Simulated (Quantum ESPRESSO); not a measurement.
Cu:

```xyz
1
Lattice="0.0000 1.8075 1.8075 1.8075 0.0000 1.8075 1.8075 1.8075 0.0000" Properties=species:S:1:pos:R:3 pbc="T T T"
Cu    0.0000    0.0000    0.0000
```

Base run:

```yaml
Program: Quantum ESPRESSO 7.5
Functional: PBE
Potentials_or_basis: JTH 2.0 PBE
Cutoff: 735 eV
Density_cutoff: 4408 eV
k_mesh: 13 × 13 × 13
Occupations: fermi-dirac, width 0.05 eV
Spin: no spin polarisation
```

Its results: band gap on the k mesh none (metal or under the smearing width); pressure 4.8 GPa.

Q: The run is repeated on the same cell with these changes: potentials or basis from JTH 2.0 PBE to GBRV 1.5 PBE; cutoff from 735 eV to 762 eV; density cutoff from 4408 eV to 6095 eV. What comes out?

A: Band gap on the k mesh none (metal or under the smearing width); pressure 1.6 GPa.
